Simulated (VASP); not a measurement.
Write the native input for VASP 6.6.1 that does the following.

```yaml
Task: single point
Functional: PBE
Potentials_or_basis: VASP PAW PBE potentials, release 64 (Rb_sv, Br)
Cutoff: 520 eV
k_mesh: 6 × 6 × 4
Occupations: gaussian, width 0.05 eV
Spin: no spin polarisation
Dipole_correction: no
Further_INCAR_settings: ALGO = Fast; EDIFF = 1e-07; NBANDS = 24
```

The structure of RbBr lies in POSCAR:

```
RbBr
1.0
    4.9620216404      0.0000000000      0.0000000000
    0.0000000000      4.9620216404      0.0000000000
    0.0000000000      0.0000000000      7.0173583006
Rb Br
2 2
Direct
    0.0000000000      0.0000000000      0.0000000000
    0.5000000000      0.5000000000      0.5000000000
    0.0000000000      0.0000000000      0.5000000000
    0.5000000000      0.5000000000      0.0000000000
```

The cell isn't the ideal one: bulk in the cell of the (0 0 1) plane.

One way to write it, as run:

INCAR

```
PREC     = Accurate       # precision mode
ENCUT    = 520            # plane-wave cutoff, eV
EDIFF    = 1E-7           # SCF threshold, eV
ISMEAR   = 0              # smearing method
SIGMA    = 0.05           # smearing width, eV
LREAL    = False          # projectors in reciprocal space
LASPH    = True           # aspherical terms in the spheres
NELM     = 100            # most SCF steps
ALGO     = Fast           # electronic algorithm
ISIF     = 2              # what is computed and relaxed
LWAVE    = False          # write WAVECAR
LCHARG   = True           # write CHGCAR
GGA      = PE             # functional
LELF     = True           # ELF
LVHAR    = True         
NBANDS   = 24             # bands
```

KPOINTS

```
regular mesh
0
Gamma
  6 6 4
```

Potentials or basis: VASP PAW PBE potentials, release 64 (Rb_sv, Br).

Launch:

```console
$ cat potpaw_PBE.64/Rb_sv/POTCAR potpaw_PBE.64/Br/POTCAR > POTCAR
$ mpirun -np 1 vasp_std > vasp.out
```

Results of the run:

| Quantity | Value |
| --- | --- |
| Pressure | 0.0 GPa |
| Band gap on the k mesh | 4.19 eV |

Wall time 110 s on 1 thread of AMD EPYC 9R45 96-Core Processor (Zen 5), on a shared host, peak memory 0.3 GiB.
